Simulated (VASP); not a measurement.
# ZrC (Fm-3m) in VASP: single point with PBE0

Aim: the single point of ZrC with PBE0.

Everything below comes from runs of VASP 6.6.1. Logs are shortened: lines on timing, memory, paths and dates and some standing lists are left out, and cuts for length are marked.

### 1 Starting point

It takes space group Fm-3m (No. 225, cubic). The conventional cell has a = 4.726 Å, b = 4.726 Å, c = 4.726 Å, α = 90.00°, β = 90.00°, γ = 90.00°. Zr (site symmetry m-3m) is surrounded by 6 C at 2.36 Å. C (site symmetry m-3m) has 6 Zr at 2.36 Å as nearest neighbours.

### 2 Single point, PBE0

POSCAR

```
ZrC
1.0
    0.0000000000      2.3631445000      2.3631445000
    2.3631445000      0.0000000000      2.3631445000
    2.3631445000      2.3631445000      0.0000000000
Zr C
1 1
Direct
    0.0000000000      0.0000000000      0.0000000000
    0.5000000000      0.5000000000      0.5000000000
```

INCAR.step1

```
SYSTEM = ZrC
  ALGO = Normal
  EDIFF = 1E-5
  ENCUT = 520
  GGA = PE
  ISIF = 2
  ISMEAR = -1
  LASPH = .TRUE.
  LCHARG = .FALSE.
  LREAL = .FALSE.
  LWAVE = .TRUE.
  NBANDS = 15
  NELM = 100
  PREC = Accurate
  SIGMA = 0.0324
```

INCAR.step2

```
SYSTEM = ZrC
  AEXX = 0.25
  ALGO = Normal
  EDIFF = 1E-7
  ENCUT = 520
  GGA = PE
  HFRCUT = -1
  ISIF = 2
  ISMEAR = -1
  ISTART = 1
  LASPH = .TRUE.
  LCHARG = .FALSE.
  LHFCALC = .TRUE.
  LREAL = .FALSE.
  LWAVE = .FALSE.
  NBANDS = 15
  NELM = 100
  PREC = Accurate
  PRECFOCK = Normal
  SIGMA = 0.0324
```

KPOINTS

```
k-points
0
G
  4 4 4
  0 0 0
```

Potentials or basis: VASP PAW PBE potentials, release 64 (Zr_sv, C).

The run is started by

```bash
$ cat potpaw_PBE.64/Zr_sv/POTCAR potpaw_PBE.64/C/POTCAR > POTCAR
$ cp INCAR.step1 INCAR
$ mpirun -np 1 vasp_std > vasp.out
$ cp INCAR.step2 INCAR
$ mpirun -np 1 vasp_std > vasp.out
```

OUTCAR:

```text
SYSTEM = ZrC
   AEXX = 0.25
   EDIFF = 1E-7
   ENCUT = 520
   GGA = PE
   ISIF = 2
   ISMEAR = -1
   ISTART = 1
   LASPH = .TRUE.
   LHFCALC = .TRUE.
   LREAL = .FALSE.
   NELM = 100
   PREC = Accurate
   PRECFOCK = Normal

 ion  position               nearest neighbor table
   1  0.000  0.000  0.000-   2 2.36   2 2.36   2 2.36   2 2.36   2 2.36   2 2.36
   2  0.500  0.500  0.500-   1 2.36   1 2.36   1 2.36   1 2.36   1 2.36   1 2.36

  LATTYP: Found a face centered cubic cell.
 ALAT       =     4.7262890000

  Lattice vectors:

 A1 = (   0.0000000000,   2.3631445000,   2.3631445000)
 A2 = (   2.3631445000,   0.0000000000,   2.3631445000)
 A3 = (   2.3631445000,   2.3631445000,   0.0000000000)

Analysis of symmetry for initial positions (statically):
=====================================================================
 Subroutine PRICEL returns:
 Original cell was already a primitive cell.

 Routine SETGRP: Setting up the symmetry group for a
 face centered cubic supercell.

 Subroutine GETGRP returns: Found 48 space group operations
 (whereof 48 operations were pure point group operations)
 out of a pool of 48 trial point group operations.

The static configuration has the point symmetry O_h .

Analysis of symmetry for dynamics (positions and initial velocities):
=====================================================================
 Subroutine PRICEL returns:
 Original cell was already a primitive cell.

 Routine SETGRP: Setting up the symmetry group for a
 face centered cubic supercell.

 Subroutine GETGRP returns: Found 48 space group operations
 (whereof 48 operations were pure point group operations)
 out of a pool of 48 trial point group operations.

The dynamic configuration has the point symmetry O_h .

 Subroutine INISYM returns: Found 48 space group operations
 (whereof 48 operations are pure point group operations),
 and found     1 'primitive' translations

----------------------------------------------------------------------------------------

                                     Primitive cell

  volume of cell :      26.3937

  direct lattice vectors                    reciprocal lattice vectors
     0.000000000  2.363144500  2.363144500    -0.211582491  0.211582491  0.211582491
     2.363144500  0.000000000  2.363144500     0.211582491 -0.211582491  0.211582491
     2.363144500  2.363144500  0.000000000     0.211582491  0.211582491 -0.211582491

  length of vectors
     3.341991002  3.341991002  3.341991002     0.366471624  0.366471624  0.366471624

  position of ions in fractional coordinates (direct lattice)
     0.000000000  0.000000000  0.000000000
     0.500000000  0.500000000  0.500000000

  ion indices of the primitive-cell ions
   primitive index   ion index
                 1           1
                 2           2

----------------------------------------------------------------------------------------

 KPOINTS: k-points

Automatic generation of k-mesh.
 Grid dimensions read from file:
 generate k-points for:    4    4    4

 Generating k-lattice:

  Cartesian coordinates                     Fractional coordinates (reciprocal lattice)
    -0.052895623  0.052895623  0.052895623     0.250000000  0.000000000  0.000000000
     0.052895623 -0.052895623  0.052895623     0.000000000  0.250000000  0.000000000
     0.052895623  0.052895623 -0.052895623     0.000000000  0.000000000  0.250000000

  Length of vectors
     0.091617906  0.091617906  0.091617906

  Shift w.r.t. Gamma in fractional coordinates (k-lattice)
     0.000000000  0.000000000  0.000000000

 Subroutine IBZKPT returns following result:
 ===========================================

 Found      8 irreducible k-points:

 Following reciprocal coordinates:
            Coordinates               Weight
  0.000000  0.000000  0.000000      1.000000
  0.250000  0.000000  0.000000      8.000000
  0.500000  0.000000  0.000000      4.000000
  0.250000  0.250000  0.000000      6.000000
  0.500000  0.250000  0.000000     24.000000
 -0.250000  0.250000  0.000000     12.000000
  0.500000  0.500000  0.000000      3.000000
 -0.250000  0.500000  0.250000      6.000000
   k-points           NKPTS =      8   k-points in BZ     NKDIM =     64   number of bands    NBANDS=     15
   number of dos      NEDOS =    301   number of ions     NIONS =      2
   total plane-waves  NPLWV =  21952
   dimension x,y,z NGX =    28 NGY =   28 NGZ =   28
   dimension x,y,z NGXF=    56 NGYF=   56 NGZF=   56
   ions per type =               1   1
   NGX,Y,Z   is equivalent  to a cutoff of  13.93, 13.93, 13.93 a.u.
   NGXF,Y,Z  is equivalent  to a cutoff of  27.86, 27.86, 27.86 a.u.
 SYSTEM =  ZrC
   PREC   = accura    normal or accurate (medium, high low for compatibility)
   ISTART =      1    job   : 0-new  1-cont  2-samecut
   ICHARG =      0    charge: 1-file 2-atom 10-const
   ISPIN  =      1    spin polarized calculation?
   LNONCOLLINEAR =      F non collinear calculations
   LSORBIT =      F    spin-orbit coupling
   LASPH  =      T    aspherical Exc in radial PAW
   ENCUT  =  520.0 eV  38.22 Ry    6.18 a.u.   6.21  6.21  6.21*2*pi/ulx,y,z
   NELM   =    100;   NELMIN=  2; NELMDL=  0     # of ELM steps
   EDIFF  = 0.1E-06   stopping-criterion for ELM
   LREAL  =      F    real-space projection
   EDIFFG = 0.1E-05   stopping-criterion for IOM
   NSW    =      0    number of steps for IOM
   IBRION =     -1    ionic relax: 0-MD 1-quasi-New 2-CG
   NFREE  =      0    steps in history (QN), initial steepest desc. (CG)
   ISIF   =      2    stress and relaxation
   ISYM   =      3    0-nonsym 1-usesym 2-fastsym
   POTIM  = 0.5000    time-step for ionic-motion
   TEBEG  =    0.0;   TEEND  =   0.0 temperature during run
   PSTRESS=    0.0 pullay stress
   NELECT =      16.0000    total number of electrons
   NUPDOWN=      -1.0000    fix difference up-down
   EMIN   =  10.00;   EMAX   =-10.00  energy-range for DOS
   EFERMI =   0.00;   METHOD = LEGACY
   ISMEAR =    -1;   SIGMA  =   0.03  broadening in eV -4-tet -1-fermi 0-gaus
   EFERMI_NEDOS =   21; number of points for ismear=-14 and -15
   IALGO  =     38    algorithm
   IMIX   =      1    mixing-type and parameters
     AMIX     =   0.40;   BMIX     =  1.00
     AMIX_MAG =   1.60;   BMIX_MAG =  1.00
  volume/ion in A,a.u.               =      13.20        89.06
  Fermi-wavevector in a.u.,A,eV,Ry     =   1.385526  2.618264 26.118847  1.919681
  Thomas-Fermi vector in A             =   2.509927
   LORBIT       =      0    0 simple, 1 ext, 2 COOP (PROOUT), +10 PAW based schemes
   GGA     = PE    functional components
   LHFCALC =     T    Hartree Fock is set to
   PRECFOCK=normal    Normal, Fast or Accurate (Low or Medium for compatibility)
   ENCUT4O =  -1.0   cutoff for four orbital integrals eV
   NKREDX  =     1    reduce k-point grid by
   NKREDY  =     1    reduce k-point grid by
   NKREDZ  =     1    reduce k-point grid by
   AEXX    =    0.2500 exact exchange contribution
   HFSCREEN=    0.0000 screening length (either q_TF or 0.3 A-1)
   HFSCREENC=   0.0000 screening length for correlation (either q_TF or 0.3 A-1)
   ENCUTFOCK=  -1.0 apply spherical cutoff to Coloumb kernel
   IVDW    =     0    specifies the selected vdW correction
   LEPSILON=     F    determine dielectric tensor
   LRPA    =     F    only Hartree local field effects (RPA)
 non-spin polarized calculation
  energy-cutoff  :      520.00
  volume of cell :       26.39
 maximum number of plane-waves:       725
 NGX is ok and might be reduce to    28
  NGX = 20; NGY = 20; NGZ = 20

 number of electron      16.0000000 magnetization

 Free energy of the ion-electron system (eV)
  ---------------------------------------------------
  ext. energy  EPLUGINS =         0.00000000
  ---------------------------------------------------
  free energy    TOTEN  =       -23.79026439 eV

  energy without entropy =      -23.79026274  energy(sigma->0) =      -23.79026356

 E-fermi :   9.0389     XC(G=0):  -9.4920

 val. band max:        8.6686779904   @ k =   0.2500   0.2500   0.0000
 cond. band min:       9.4090846655   @ k =   0.5000   0.5000   0.0000
 fundamental gap:      0.7404066751
 Fermi energy:         9.0388836142

 k-point     1 :       0.0000    0.0000    0.0000
  band No.  band energies     occupation
      1     -42.7992      2.00000
      2     -19.0926      2.00000
      3     -19.0926      2.00000
      4     -19.0926      2.00000
      5      -4.1368      2.00000
      6      10.4733      0.00000
      7      10.4733      0.00000
      8      10.4733      0.00000
      9      11.2695      0.00000
     10      11.2695      0.00000
     11      11.2695      0.00000
     12      12.9532      0.00000
     13      12.9532      0.00000
     14      17.6287      0.00000
     15      20.8015      0.00000

 k-point     2 :       0.2500    0.0000    0.0000
  band No.  band energies     occupation
      1     -42.7489      2.00000
      2     -19.5796      2.00000
      3     -19.1399      2.00000
      4     -19.1399      2.00000
      5      -2.7500      2.00000
      6       5.6859      2.00000
      7       6.8544      2.00000
      8       6.8544      2.00000
      9      12.8645      0.00000
     10      12.8645      0.00000
     11      12.9732      0.00000
     12      17.2654      0.00000
     13      17.2654      0.00000
     14      19.5882      0.00000
     15      23.6464      0.00000
[... 77 lines left out ...]
      3     -19.3956      2.00000
      4     -19.3956      2.00000
      5      -2.7918      2.00000
      6       6.1472      2.00000
      7       7.3502      2.00000
      8       9.4091      0.00002
      9       9.4091      0.00002
     10      14.7428      0.00000
     11      16.2871      0.00000
     12      16.2871      0.00000
     13      18.5265      0.00000
     14      20.8188      0.00000
     15      22.8230      0.00000

 k-point     8 :      -0.2500    0.5000    0.2500
  band No.  band energies     occupation
      1     -42.6584      2.00000
      2     -19.6511      2.00000
      3     -19.6511      2.00000
      4     -19.4192      2.00000
      5      -2.0463      2.00000
      6       5.8286      2.00000
      7       6.0146      2.00000
      8       6.0146      2.00000
      9      13.6166      0.00000
     10      13.6166      0.00000
     11      16.2976      0.00000
     12      17.4765      0.00000
     13      17.5439      0.00000
     14      24.1773      0.00000
     15      24.1774      0.00000

------------------------ aborting loop because EDIFF is reached ----------------------------------------

  FORCE on cell =-STRESS in cart. coord.  units (eV):
  Direction    XX          YY          ZZ          XY          YZ          ZX
  --------------------------------------------------------------------------------------
  -------------------------------------------------------------------------------------
  Total       -1.1663576     -1.1663576     -1.1663576     -0.0000000     -0.0000000      0.0000000
  in kB      -70.8013410    -70.8013410    -70.8013410     -0.0000000     -0.0000000      0.0000000
  external PRESSURE =     -70.8013410 kB  Pullay stress =       0.0000000 kB

 VOLUME and BASIS-vectors are now :
 -----------------------------------------------------------------------------
  energy-cutoff  :      520.00
  volume of cell :       26.39
      direct lattice vectors                 reciprocal lattice vectors
     0.000000000  2.363144500  2.363144500    -0.211582491  0.211582491  0.211582491
     2.363144500  0.000000000  2.363144500     0.211582491 -0.211582491  0.211582491
     2.363144500  2.363144500  0.000000000     0.211582491  0.211582491 -0.211582491

 POSITION                                       TOTAL-FORCE (eV/Angst)
 -----------------------------------------------------------------------------------
      0.00000      0.00000      0.00000        -0.000000     -0.000000     -0.000000
      2.36314      2.36314      2.36314         0.000000      0.000000      0.000000
 -----------------------------------------------------------------------------------
    total drift:                               -0.000000     -0.000000     -0.000000

  FREE ENERGIE OF THE ION-ELECTRON SYSTEM (eV)
  ---------------------------------------------------
  free  energy   TOTEN  =       -23.7902643876 eV

  energy  without entropy=      -23.7902627406  energy(sigma->0) =      -23.79026356
```

Wall time 6.8 min (1 thread of Intel Xeon Platinum 8488C (Sapphire Rapids), shared host); peak memory 0.15 GiB.

Results:

```
Free energy            : -23.7903 eV
Pressure               : -7.1 GPa
Band gap on the k mesh : none (metal or under the smearing width)
```

Caveat: the k mesh is coarse (spacing up to 0.58 Å⁻¹), so the values aren't converged, least of all with exact exchange; the PAW data sets were made with another functional, which shifts forces and pressure a little.
